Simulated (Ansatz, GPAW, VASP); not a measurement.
**Au: 3 runs at one level of theory**

```
Au
1.0
     0.00000    2.03500    2.03500
     2.03500    0.00000    2.03500
     2.03500    2.03500    0.00000
Au
1
Direct
  0.00000 0.00000 0.00000
```

Alike in all runs: task single point; functional PBE; k mesh 11 × 11 × 11; occupations gaussian, width 0.027 eV; no spin polarisation; no spin-orbit coupling. Pressure is positive in compression and, in plane waves, holds the error of the finite cutoff.

```json
{"program and potentials": "GPAW, GPAW PAW data sets (gpaw-data 1.2.1)", "plane-wave cutoff (eV)": "600", "notes": "-", "pressure (GPa)": "13.36"}
{"program and potentials": "VASP, PBE PAW files Au, 520 eV", "plane-wave cutoff (eV)": "520", "notes": "-", "pressure (GPa)": "10.51"}
{"program and potentials": "Ansatz, all-electron LAPW, scalar-relativistic", "plane-wave cutoff (eV)": "-", "notes": "-", "pressure (GPa)": "10.81"}
```

The pressure spans 10.51 (VASP, PBE PAW files Au, 520 eV) to 13.36 GPa (GPAW, GPAW PAW data sets (gpaw-data 1.2.1)), with all-electron results at 10.81. The cell lies far from this level's equilibrium.

The functional is the same throughout but for its coding, so the spread measures potentials, basis and numerics; runs on potential files found faulty are left out.

All three runs put the gold cell under compression, so the sign of the pressure doesn't depend on the potential. Real gold has almost this lattice constant at ambient conditions, and the calculated pressure therefore mainly reflects PBE's known underbinding of the late 5d metals. Its gradient correction weakens the cohesion from the 6s electrons and their hybridisation with the 5d shell, while the repulsion between nearly filled d shells remains. Because that repulsion makes gold stiff, a small error in the preferred bond length becomes a pressure of several gigapascals.

VASP, at 10.51 GPa, lies close to the all-electron 10.81 GPa, whereas GPAW stands apart at 13.36 GPa. An incomplete plane-wave basis normally lowers the calculated pressure, so the GPAW excess probably comes from its data set, for instance the treatment of the core and semicore states. A single volume gives neither the bulk modulus nor the equilibrium lattice constant, so the pressure offset can't be converted into a difference in bond length.
